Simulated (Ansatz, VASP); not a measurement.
## Two plane-wave programs on Rh

File INCAR:

```
SYSTEM = Rh
PREC     = Accurate       ! precision mode
ENCUT    = 520            ! plane-wave cutoff, eV
EDIFF    = 1E-7           ! SCF threshold, eV
ISMEAR   = 0              ! smearing method
SIGMA    = 0.15           ! smearing width, eV
LREAL    = .False.        ! projectors in reciprocal space
LASPH    = .True.         ! aspherical terms in the spheres
NELM     = 60             ! most SCF steps
ALGO     = Normal         ! electronic algorithm
ISIF     = 2              ! what is computed and relaxed
LWAVE    = .False.        ! write WAVECAR
LCHARG   = .False.        ! write CHGCAR
GGA      = PS             ! functional
NBANDS   = 14             ! bands
```

The input KPOINTS:

```
Automatic mesh
0
Gamma
  22 22 22
  0 0 0
```

File POSCAR:

```
Rh
1.0
    0.0000000000      1.9585965000      1.9585965000
    1.9585965000      0.0000000000      1.9585965000
    1.9585965000      1.9585965000      0.0000000000
Rh
1
Direct
    0.0000000000      0.0000000000      0.0000000000
```

Input for Ansatz:

```yaml
crystal:
  lattice:
    - [0.0, 1.9585965, 1.9585965]
    - [1.9585965, 0.0, 1.9585965]
    - [1.9585965, 1.9585965, 0.0]
  atoms:
    - { symbol: Rh, position: [0.0, 0.0, 0.0] }
basis:
  ecutwfc: 420
kpoints:
  mp_grid: { grid: [22, 22, 22] }
hamiltonian:
  xc: pbesol
scf:
  occupations: { method: gaussian, width: 0.15 }
output:
  forces: true
  stress: true
  eigenvalues: true
```

Change from the starting cell: strain +0.030 along x and y, +0.030 along z, atoms carried along.

Alike in both runs: task single point; functional PBEsol; k mesh 22 × 22 × 22; occupations gaussian, width 0.15 eV; no spin polarisation.

|  | VASP | Ansatz |
| --- | --- | --- |
| version | VASP 6.6.1 | Ansatz 0.2.0 |
| potentials or method | VASP PAW PBE potentials, release 64 (Rh_pv) | scalar-relativistic, plane waves, PAW |
| plane-wave cutoff (eV) | 520 | 420 |
| valence electrons in the cell | 15 | 17 |

```csv
,VASP,Ansatz,Ansatz less VASP
gap on the k mesh at the Fermi level (eV),none,none,-
pressure (GPa),-23.9,-23.9,+0.03
```

A gap of «none» marks a metal or a gap that the smearing closes. The two sets of potentials don't hold the same shells in valence.

Caveats: so large a pressure means that the cell lies far from this level's equilibrium, or that cutoff or potentials fall short (VASP); the potentials were made for another functional, which shifts forces and pressure (VASP).
